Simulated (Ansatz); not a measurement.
**Dielectric response of CaSe (001) films**

Wanted: ε of rocksalt CaSe (001) by finite fields on slabs, and the band edges against the vacuum where run.

Program: Ansatz 0.2.0. Level of theory: plane-wave DFT, PBE, Ansatz PAW (set soft_1); PAW set soft_1, in the first sound run; inputs show where later runs differ. Results are calculated unless marked as measured.

### 1. Set-up

The cell holds 6 atoms: 3 Ca and 3 Se. Cell: a = 4.186 Å, b = 4.186 Å, c = 23.920 Å, α = 90.0°, β = 90.0°, γ = 90.0°. It derives from CaSe (rocksalt CaSe). Vacuum lies along c.

### 2. Relaxation, 6 atoms, units 3

The structure is relaxed first, because levels and dipoles at a surface follow the positions of the outer atoms.

Contents of input.yaml:

```yaml
crystal:
  lattice:
    - [4.18607214, 0.0, 0.0]
    - [0.0, 4.18607214, 0.0]
    - [0.0, 0.0, 23.92]
  atoms:
    - { symbol: Ca, position: [0.5, 0.5, 0.3762541806] }
    - { symbol: Se, position: [0.0, 0.0, 0.3762541806] }
    - { symbol: Ca, position: [0.0, 0.0, 0.5] }
    - { symbol: Se, position: [0.5, 0.5, 0.5] }
    - { symbol: Ca, position: [0.5, 0.5, 0.6237458194] }
    - { symbol: Se, position: [0.0, 0.0, 0.6237458194] }
kpoints:
  mp_grid: { grid: [6, 6, 1] }
hamiltonian:
  xc: pbe
  pseudopotentials: { kind: paw, azcp: { folder: soft_1 } }
scf:
  occupations: { method: fixed }
  convergence: { dr2_threshold: 1.0e-09 }
efield:
  axis: 3
  dipole_correction: true
  ramp_position: 0.97
  ramp_width: 0.06
relax:
  f_tol: 0.003
  max_steps: 100
output:
  write_potential: true
  write_density: true
  volumetric_format: npy
```

Command:

```bash
ansatz run input.yaml --threads 4 --pin off --max-ram 8192MiB --backend cpu --events-out ev --progress --plain --runs-dir out
```

Numbers of over 12 decimals in the logs are rounded to 6 here.

Log:

```text
Engine: ansatz 0.2.0, aarch64-unknown-linux-gnu
Pseudopotentials: kind: paw
Pseudopotential: Ca, paw, valence charge 10, recommended cutoff 420 eV (normal), soft_1/Ca.paw.azcp
Pseudopotential: Se, paw, valence charge 16, recommended cutoff 420 eV (normal), soft_1/Se.paw.azcp
Functional definition: PBE
  parameter kappa = 0.804
  parameter beta = 0.066725
  exchange = pbe_x(kappa = kappa, mu = beta*pi^2/3)
  correlation = pbe_c(beta = beta)
Crystal: 6 atoms, lattice volume = 419.155 Å³
Basis set: ecut = 420 eV, 8103 PW (Γ), exchange–correlation on 60×60×320 points (8 copies of the dense FFT grid, shifted against one another)
Bands: 47, of which v1, the nominal top of the filled ones, is band 39 counted from 1 (38 counted from 0)
Symmetry: 8 space group operations
k-points: 10 of 36
Non-local potential: Ca, projectors of the file, l = 0: 3, l = 1: 2, l = 2: 2
Non-local potential: Se, projectors of the file, l = 0: 2, l = 1: 2, l = 2: 3, l = 3: 1
PAW form: soft (Blöchl's): semilocal exchange-correlation on the pseudo side does not see the compensation charge
PAW one-centre angular grid: Ca, 110 points (default); XC on 64 Gauss nodes
PAW one-centre angular grid: Se, 590 points (default); XC on 64 Gauss nodes
Initial density: superposition of atomic densities (neutral atoms: chi_scale 0, normalization atom)
Initial wavefunctions: pseudopotential atomic-orbital guess
Functional: x = pbe(κ = 0.804, μ = 0.219515), c = pbe(β = 0.066725)
SCF iter   1: F=—  HF=-21870.360685 eV  |F-HF|=—  |Δ(HF+E_count)|=         —  Δρ=1.80e-2  dr2=4.38e0  ethr=3.10e-3  p=0.000 e·Å  D=1.65e-14 V/Å  ΔV_dip=-0.00 eV  dr2_dipole=8.40e-12  V_vac-E_F(+/−)=8.17/8.17 eV  ⟨swp⟩=6.8  Hψ=2036  notcnv=0  defer=50
efield: sawtooth ramp at fractional position 0.9700 (set: `efield.ramp_position`, or a place that a band, a saddle search or an elastic batch's reference lends), width 0.0600; the density the first Hamiltonian is built on has a dipole p = 0.000 e·Å; the dipole correction subtracts the counter field D = 1.65e-14 V/Å, which shifts the + side's vacuum level by -0.00 eV against the − side's; the planar-averaged density in the ramp window peaks in size at 9.1e-6 e/Å³
preconditioner: auto → Resta (q_TF=auto, 2.061 Å⁻¹)  ε∞=2.0  [insulator: Δε(μ)=2.727 eV  Ē_g=8.974 eV  n_scr=58 (ndim 8)  ℏωp=8.9 eV  f_vac=0.563  ε∞_Penn≈2.0  vacuum switching on, ρ_ref=5.8e-3 e/Å³]
SCF iter   2: F=—  HF=-21869.203562 eV  |F-HF|=—  |Δ(HF+E_count)|=    1.16e0  Δρ=8.11e-3  dr2=4.89e-1  ethr=3.10e-3  p=0.000 e·Å  D=2.95e-6 V/Å  ΔV_dip=-0.00 eV  dr2_dipole=5.96e-11  V_vac-E_F(+/−)=5.63/5.63 eV  ⟨swp⟩=3.9  Hψ=860  notcnv=0  defer=48
density mixer auto → msr1: gapped (density of states about μ 0.02 of a free-electron gas's, 58 screened modes)
SCF iter   3: F=—  HF=-21869.161955 eV  |F-HF|=—  |Δ(HF+E_count)|=   4.16e-2  Δρ=3.41e-3  dr2=7.95e-2  ethr=6.28e-4  p=0.000 e·Å  D=5.37e-6 V/Å  ΔV_dip=-0.00 eV  dr2_dipole=4.23e-10  V_vac-E_F(+/−)=4.95/4.95 eV  ⟨swp⟩=3.7  Hψ=908  notcnv=0  defer=58
SCF iter   4: F=—  HF=-21869.189441 eV  |F-HF|=—  |Δ(HF+E_count)|=   2.75e-2  Δρ=9.34e-4  dr2=7.23e-3  ethr=1.02e-4  p=-0.000 e·Å  D=-4.03e-6 V/Å  ΔV_dip=0.00 eV  dr2_dipole=7.61e-10  V_vac-E_F(+/−)=4.45/4.45 eV  ⟨swp⟩=3.4  Hψ=636  notcnv=0  defer=57
SCF iter   5: F=—  HF=-21869.194006 eV  |F-HF|=—  |Δ(HF+E_count)|=   4.57e-3  Δρ=2.68e-4  dr2=7.33e-4  ethr=9.27e-6  p=0.000 e·Å  D=5.52e-6 V/Å  ΔV_dip=-0.00 eV  dr2_dipole=1.13e-9  V_vac-E_F(+/−)=4.42/4.42 eV  ⟨swp⟩=5.0  Hψ=980  notcnv=0  defer=60
SCF iter   6: F=—  HF=-21869.194023 eV  |F-HF|=—  |Δ(HF+E_count)|=   1.70e-5  Δρ=1.06e-4  dr2=4.01e-5  ethr=9.39e-7  p=-0.000 e·Å  D=-2.61e-6 V/Å  ΔV_dip=0.00 eV  dr2_dipole=2.98e-10  V_vac-E_F(+/−)=4.39/4.39 eV  ⟨swp⟩=2.8  Hψ=831  notcnv=0  defer=60
SCF iter   7: F=—  HF=-21869.194083 eV  |F-HF|=—  |Δ(HF+E_count)|=   6.00e-5  Δρ=2.39e-5  dr2=1.97e-6  ethr=5.14e-8  p=0.000 e·Å  D=4.79e-6 V/Å  ΔV_dip=-0.00 eV  dr2_dipole=9.05e-10  V_vac-E_F(+/−)=4.39/4.39 eV  ⟨swp⟩=3.0  Hψ=800  notcnv=0  defer=57
SCF iter   8: F=—  HF=-21869.194239 eV  |F-HF|=—  |Δ(HF+E_count)|=   1.56e-4  Δρ=4.92e-6  dr2=1.30e-7  ethr=2.52e-9  p=-0.000 e·Å  D=-7.51e-6 V/Å  ΔV_dip=0.00 eV  dr2_dipole=2.29e-9  V_vac-E_F(+/−)=4.39/4.39 eV  ⟨swp⟩=2.0  Hψ=864  notcnv=0  defer=51
SCF iter   9: F=—  HF=-21869.194240 eV  |F-HF|=—  |Δ(HF+E_count)|=   4.25e-8  Δρ=1.60e-6  dr2=1.68e-8  ethr=1.67e-10  p=0.000 e·Å  D=6.17e-6 V/Å  ΔV_dip=-0.00 eV  dr2_dipole=1.56e-9  V_vac-E_F(+/−)=4.39/4.39 eV  ⟨swp⟩=2.0  Hψ=837  notcnv=0  defer=51
SCF iter  10: F=—  HF=-21869.194240 eV  |F-HF|=—  |Δ(HF+E_count)|=   1.38e-8  Δρ=5.15e-7  dr2=4.30e-9  ethr=2.16e-11  p=-0.000 e·Å  D=-6.37e-6 V/Å  ΔV_dip=0.00 eV  dr2_dipole=1.68e-9  V_vac-E_F(+/−)=4.39/4.39 eV  ⟨swp⟩=2.0  Hψ=837  notcnv=0  defer=51
SCF iter  11: F=-21869.194240 eV  HF=-21869.194240 eV  |F-HF|=1.33e-9  |Δ(HF+E_count)|=  2.00e-10  Δρ=2.53e-7  dr2=5.23e-10  ethr=1.28e-12  p=0.000 e·Å  D=1.95e-6 V/Å  ΔV_dip=-0.00 eV  dr2_dipole=1.59e-10  V_vac-E_F(+/−)=4.39/4.39 eV  ⟨swp⟩=6.6  Hψ=2762  notcnv=0
SCF 1 converged in 11 iterations: F = -21869.194240 eV  dr2 = 5.23e-10
  greatest PAW one-centre occupation: 1.000 electrons in one spin orbital (limit 2), on the Se atom at site 3 (counted from 0), in its partial waves of l = 2
relax step   1: F+E_penalty+E_count = -21869.19423954 eV  Δ(F+E_penalty+E_count) = +0.000e0 eV  max|allowed force component| = 3.716e-1 eV/Å  Δτ_max = 0.0000 Å  (11 SCF iters, accepted)
Initial density: handed on by an earlier stage of this run
Initial wavefunctions: those handed on with the density
iter 1 solved again at ethr=3.21e-4 eV; its pass at ethr=3.10e-3 eV (dr2=2.51e-1 eV) is discarded
SCF iter   1: F=—  HF=-21869.227564 eV  |F-HF|=—  |Δ(HF+E_count)|=         —  Δρ=3.02e-3  dr2=2.52e-1  ethr=3.21e-4  p=0.000 e·Å  D=1.95e-6 V/Å  ΔV_dip=-0.00 eV  dr2_dipole=5.79e-10  V_vac-E_F(+/−)=4.51/4.51 eV  ⟨swp⟩=1.5  Hψ=1736  notcnv=0  defer=55
efield: sawtooth ramp at fractional position 0.9700 (set: `efield.ramp_position`, or a place that a band, a saddle search or an elastic batch's reference lends), width 0.0600; the density the first Hamiltonian is built on has a dipole p = 0.000 e·Å; the dipole correction subtracts the counter field D = 1.95e-6 V/Å, which shifts the + side's vacuum level by -0.00 eV against the − side's; the planar-averaged density in the ramp window peaks in size at 1.7e-6 e/Å³
preconditioner: auto → Resta (q_TF=auto, 2.061 Å⁻¹)  ε∞=2.2  [insulator: Δε(μ)=2.345 eV  Ē_g=8.101 eV  n_scr=58 (ndim 8)  ℏωp=8.9 eV  f_vac=0.599  ε∞_Penn≈2.2  vacuum switching on, ρ_ref=4.8e-3 e/Å³]
[...]
SCF iter   4: F=—  HF=-21869.242635 eV  |F-HF|=—  |Δ(HF+E_count)|=   1.27e-4  Δρ=1.28e-4  dr2=7.50e-5  ethr=1.25e-6  p=-0.000 e·Å  D=-4.43e-7 V/Å  ΔV_dip=0.00 eV  dr2_dipole=2.05e-12  V_vac-E_F(+/−)=4.80/4.80 eV  ⟨swp⟩=2.0  Hψ=581  notcnv=0  defer=60  κ⁻¹=1.0e-3(r=3)
SCF iter   5: F=—  HF=-21869.242660 eV  |F-HF|=—  |Δ(HF+E_count)|=   2.56e-5  Δρ=4.09e-5  dr2=6.56e-6  ethr=9.62e-8  p=-0.000 e·Å  D=-9.06e-7 V/Å  ΔV_dip=0.00 eV  dr2_dipole=2.09e-12  V_vac-E_F(+/−)=4.79/4.79 eV  ⟨swp⟩=2.0  Hψ=539  notcnv=0  defer=55  κ⁻¹=1.7e-4(r=4)
SCF iter   6: F=—  HF=-21869.242806 eV  |F-HF|=—  |Δ(HF+E_count)|=   1.46e-4  Δρ=1.37e-5  dr2=5.39e-7  ethr=8.41e-9  p=-0.000 e·Å  D=-5.59e-7 V/Å  ΔV_dip=0.00 eV  dr2_dipole=5.02e-13  V_vac-E_F(+/−)=4.79/4.79 eV  ⟨swp⟩=2.3  Hψ=646  notcnv=0  defer=51  κ⁻¹=2.1e-5(r=5)
SCF iter   7: F=—  HF=-21869.242807 eV  |F-HF|=—  |Δ(HF+E_count)|=   2.52e-7  Δρ=5.64e-6  dr2=7.16e-8  ethr=6.91e-10  p=-0.000 e·Å  D=-7.48e-7 V/Å  ΔV_dip=0.00 eV  dr2_dipole=3.80e-13  V_vac-E_F(+/−)=4.79/4.79 eV  ⟨swp⟩=2.0  Hψ=656  notcnv=0  defer=51  κ⁻¹=5.2e-7(r=6)
SCF iter   8: F=—  HF=-21869.242807 eV  |F-HF|=—  |Δ(HF+E_count)|=   6.95e-8  Δρ=8.07e-7  dr2=3.35e-9  ethr=9.17e-11  p=-0.000 e·Å  D=-4.65e-7 V/Å  ΔV_dip=0.00 eV  dr2_dipole=1.22e-12  V_vac-E_F(+/−)=4.79/4.79 eV  ⟨swp⟩=2.0  Hψ=556  notcnv=0  defer=52  κ⁻¹=1.3e-7(r=7)
SCF iter   9: F=-21869.242807 eV  HF=-21869.242807 eV  |F-HF|=3.97e-10  |Δ(HF+E_count)|=   2.80e-9  Δρ=3.61e-7  dr2=3.28e-10  ethr=1.28e-12  p=-0.000 e·Å  D=-6.84e-7 V/Å  ΔV_dip=0.00 eV  dr2_dipole=7.77e-14  V_vac-E_F(+/−)=4.79/4.79 eV  ⟨swp⟩=8.0  Hψ=2618  notcnv=0
SCF 3 converged in 9 iterations: F = -21869.242807 eV  dr2 = 3.28e-10
relax step   3: F+E_penalty+E_count = -21869.24280662 eV  Δ(F+E_penalty+E_count) = -4.857e-2 eV  max|allowed force component| = 2.253e-2 eV/Å  Δτ_max = 0.0677 Å  (9 SCF iters, accepted)
[...]
relax step   4: F+E_penalty+E_count = -21869.24293369 eV  Δ(F+E_penalty+E_count) = -1.271e-4 eV  max|allowed force component| = 3.697e-3 eV/Å  Δτ_max = 0.0049 Å  (6 SCF iters, accepted)
SCF iter   1: F=—  HF=-21869.242800 eV  |F-HF|=—  |Δ(HF+E_count)|=         —  Δρ=4.42e-5  dr2=2.99e-5  ethr=1.35e-7  p=0.000 e·Å  D=6.04e-8 V/Å  ΔV_dip=-0.00 eV  dr2_dipole=8.70e-13  V_vac-E_F(+/−)=4.78/4.78 eV  ⟨swp⟩=3.0  Hψ=862  notcnv=0  defer=60
efield: sawtooth ramp at fractional position 0.9700 (set: `efield.ramp_position`, or a place that a band, a saddle search or an elastic batch's reference lends), width 0.0600; the density the first Hamiltonian is built on has a dipole p = 0.000 e·Å; the dipole correction subtracts the counter field D = 6.04e-8 V/Å, which shifts the + side's vacuum level by -0.00 eV against the − side's; the planar-averaged density in the ramp window peaks in size at 1.3e-5 e/Å³
preconditioner: auto → Resta (q_TF=auto, 2.061 Å⁻¹)  ε∞=2.2  [insulator: Δε(μ)=2.259 eV  Ē_g=8.074 eV  n_scr=58 (ndim 8)  ℏωp=8.9 eV  f_vac=0.595  ε∞_Penn≈2.2  vacuum switching on, ρ_ref=4.7e-3 e/Å³]
SCF iter   2: F=—  HF=-21869.242792 eV  |F-HF|=—  |Δ(HF+E_count)|=   8.28e-6  Δρ=1.96e-5  dr2=1.63e-6  ethr=3.83e-8  p=-0.000 e·Å  D=-1.41e-7 V/Å  ΔV_dip=0.00 eV  dr2_dipole=3.88e-14  V_vac-E_F(+/−)=4.78/4.78 eV  ⟨swp⟩=2.0  Hψ=634  notcnv=0  defer=59  κ⁻¹=1.0e0(r=1)
density mixer auto → broyden: gapped, where msr1 would fit the directions that read negative (density of states about μ 0.02 of a free-electron gas's, 58 screened modes)
SCF iter   3: F=—  HF=-21869.242946 eV  |F-HF|=—  |Δ(HF+E_count)|=   1.54e-4  Δρ=1.01e-5  dr2=4.73e-7  ethr=2.09e-9  p=-0.000 e·Å  D=-9.93e-8 V/Å  ΔV_dip=0.00 eV  dr2_dipole=3.71e-15  V_vac-E_F(+/−)=4.78/4.78 eV  ⟨swp⟩=2.0  Hψ=565  notcnv=0  defer=45  κ⁻¹=1.5e-2(r=2)
SCF iter   4: F=—  HF=-21869.242946 eV  |F-HF|=—  |Δ(HF+E_count)|=   1.98e-8  Δρ=2.24e-6  dr2=2.67e-8  ethr=6.07e-10  p=-0.000 e·Å  D=-1.19e-7 V/Å  ΔV_dip=0.00 eV  dr2_dipole=3.42e-14  V_vac-E_F(+/−)=4.78/4.78 eV  ⟨swp⟩=2.0  Hψ=564  notcnv=0  defer=45  κ⁻¹=8.3e-4(r=3)
SCF iter   5: F=—  HF=-21869.242946 eV  |F-HF|=—  |Δ(HF+E_count)|=   2.46e-8  Δρ=8.27e-7  dr2=2.63e-9  ethr=3.42e-11  p=-0.000 e·Å  D=-5.68e-8 V/Å  ΔV_dip=0.00 eV  dr2_dipole=2.40e-14  V_vac-E_F(+/−)=4.78/4.78 eV  ⟨swp⟩=2.5  Hψ=743  notcnv=0  defer=45  κ⁻¹=1.0e-4(r=4)
SCF iter   6: F=-21869.242946 eV  HF=-21869.242946 eV  |F-HF|=1.04e-9  |Δ(HF+E_count)|=   1.32e-8  Δρ=2.05e-7  dr2=1.49e-10  ethr=1.28e-12  p=-0.000 e·Å  D=-9.99e-8 V/Å  ΔV_dip=0.00 eV  dr2_dipole=1.36e-14  V_vac-E_F(+/−)=4.78/4.78 eV  ⟨swp⟩=8.1  Hψ=2473  notcnv=0
SCF 5 converged in 6 iterations: F = -21869.242946 eV  dr2 = 1.49e-10
relax step   5: F+E_penalty+E_count = -21869.24294579 eV  Δ(F+E_penalty+E_count) = -1.209e-5 eV  max|allowed force component| = 3.921e-4 eV/Å  Δτ_max = 0.0017 Å  (6 SCF iters, accepted)
NSCF: frozen V_eff on 10 k-points
the search or the solves at the SCF's close seem to have found levels that the self-consistency loop had missed (the run counts 2). By its estimate they hold under 1e-12 electrons; where the run keeps them, the occupations were computed again with them
SCF converged after 6 iterations
Stability not checked: this state was not tested for a lower state beside it, because the mixer in use, unlike msr1, does not test its closes by its own steps (another_mixer; see scf.mixing.algorithm and scf.lower_state_search)
Free energy (F): -21869.242946 eV
Harris-Foulkes:  -21869.242946 eV  (|F-HF|=1.04e-9)
Internal energy: -21869.242946 eV  (E = F + TS)
E sigma→0 (E₀):  -21869.242946 eV
Fermi energy:    -0.460425 eV
Dipole field:    D = 0.000000 V/Å  (p = 0.000000 e·Å, saw-weighted, corrected)
Work function:   Φ+ = 4.7786 eV   Φ− = 4.7786 eV
Levels:          The Fermi level and band energies are counted from a zero that moves with the ramp; work functions are not
--- Per-component energies (eV) ---
  E_band       = -2112.234239
  E_kinetic    = 1096.476385
  E_local      = -62151.326272  (includes V_loc(G=0)·N_el)
  E_nonlocal   = -794.294934
  E_hartree    = 30634.831822
  E_xc         = -642.441624
  E_vxc        = -751.921576  (∫ρ·V_xc dr)
  E_paw        = -8985.981819  (= ΣΔE_a)
  E_vpaw       = -780.829872  (= ΣTr[D̂ρ^β])
  E_aug_tail   = -0.001130  (compensation charges beyond the density's cutoff)
  E_efield     = 0.000000  (sawtooth field / dipole correction)
  E_vefield    = -0.000000  (∫n·V_field dr)
  E_ewald      = 18973.494626
  E_smearing   = -0.000000  (= −TS)
  E_closure    = -0.000000  (closes the sum)
  Σ components = -21869.242946   (vs F -21869.242946, Δ=0.00e0)
--- Forces (eV/Å), atoms counted from 1 ---
  atom   1  Ca    -0.00000000     0.00000000    -0.00010155
  atom   2  Se     0.00000000     0.00000000    -0.00039217
  atom   3  Ca     0.00000000     0.00000000     0.00000116
  atom   4  Se     0.00000000     0.00000000    -0.00000095
  atom   5  Ca     0.00000000     0.00000000     0.00010272
  atom   6  Se     0.00000000     0.00000000     0.00039066
  max |Σ_I F_I| component: 1.28e-7 eV/Å
--- Band table (eV; the first three rows and the last of 10) ---
  k-point 0: bands = [... 35 lower, -0.6625, -0.6625, -0.4604, -0.4604, 1.7977, 2.3682, 2.4904, 3.0029, ... 4 higher]
  k-point 1: bands = [... 35 lower, -1.1769, -0.9224, -0.8487, -0.7040, 2.4099, 2.8227, 2.8574, 3.2570, ... 4 higher]
  k-point 2: bands = [... 35 lower, -1.3092, -1.1680, -1.1654, -1.1040, 3.1692, 3.2930, 3.6508, 3.9407, ... 4 higher]
  k-point 9: bands = [... 35 lower, -1.6058, -1.6058, -1.1926, -0.8033, 2.1032, 2.1032, 3.6115, 3.6115, ... 4 higher]
--- Relaxed structure (5 steps of the walk, 4 accepted, 0 SCFs on fresh bases) ---
  F+E_penalty+E_count = -21869.24294579 eV   max|allowed force component| = 3.921e-4 eV/Å
  atoms:
    - { symbol: Ca, position: [0.5, 0.5, 0.378820] }
    - { symbol: Se, position: [0, 0.0, 0.373337] }
    - { symbol: Ca, position: [0, 0.0, 0.500000] }
    - { symbol: Se, position: [0.5, 0.5, 0.500000] }
    - { symbol: Ca, position: [0.5, 0.5, 0.621180] }
    - { symbol: Se, position: [0, 0.0, 0.626663] }
```

It took 36 s on 4 threads of Arm Neoverse N1, shared host; peak memory 0.78 GiB.

Step by step:

| step | energy less that of the first step (eV) | largest force component (eV/Å) |
| --- | --- | --- |
| 1 | 0.0000 | 0.3716 |
| 2 | 0.0093 | 0.4791 |
| 3 | -0.0486 | 0.0225 |
| 4 | -0.0487 | 0.0037 |
| 5 | -0.0487 | 0.0004 |

Relaxation step 2 was tried and not accepted.

Forces are held to the 8 operations that the run works with; a distortion that breaks them can't arise in this run.

The atoms that moved most (Å):

| atom | dx | dy | dz | length |
| --- | --- | --- | --- | --- |
| Se6 | 0.000 | 0.000 | 0.070 | 0.070 |
| Se2 | 0.000 | 0.000 | -0.070 | 0.070 |
| Ca5 | 0.000 | 0.000 | -0.061 | 0.061 |
| Ca1 | 0.000 | 0.000 | 0.061 | 0.061 |

The relaxed structure:

```xyz
6
Lattice="4.1861 0.0000 0.0000 0.0000 4.1861 0.0000 0.0000 0.0000 23.9200" Properties=species:S:1:pos:R:3
Ca    2.0930    2.0930    9.0614
Se    0.0000    0.0000    8.9302
Ca    0.0000    0.0000   11.9600
Se    2.0930    2.0930   11.9600
Ca    2.0930    2.0930   14.8586
Se    0.0000    0.0000   14.9898
```

Numbers from this step:

| Property | Result |
| --- | --- |
| gap on the k-mesh | 2.258 eV |
| dipole along the normal | 1.93e-8 e·Å |
| ionisation energy, upper face | 4.779 eV |
| electron affinity, upper face | 2.520 eV |

Running mean over 2.96 Å of the planar mean; the ramp of the sawtooth is left out. The electron's electrostatic potential energy less the highest filled level by z:

| z (Å) | electron's electrostatic potential energy less the highest filled level (eV) |
| --- | --- |
| 3 | 4.78 |
| 4 | 4.78 |
| 5 | 4.77 |
| 6 | 4.66 |
| 7 | 3.36 |
| 8 | -0.478 |
| 9 | -1.86 |
| 10 | -1.94 |
| 11 | -2.01 |
| 12 | -2.02 |
| 13 | -2.02 |
| 14 | -1.93 |
| 15 | -1.84 |
| 16 | -0.202 |
| 17 | 3.58 |
| 18 | 4.68 |
| 19 | 4.77 |
| 20 | 4.78 |

The relaxation took 5 steps and lowered the energy by 0.049 eV; the largest force on the free atoms ends at 3.9e-4 eV/Å.

The gap is 2.26 eV, with the valence edge 4.78 eV and the conduction edge 2.52 eV under the upper vacuum level.

[end of part 1 of 5]

[Logs are printed without paths, hosts, clocks, repeated set-up lines and the standing remarks that a program may print on its own settings, such as how far it seeks lower states.]

[Hosts, paths, dates, database ids (printed as entryN), source tags and the programs' standing remarks are cut or masked in the printed files.]

[Maps of the electrostatic potential energy from Ansatz leave out the sawtooth potential of an applied field or a dipole correction, so their vacuum need not be flat; planar profiles and work functions include it.]
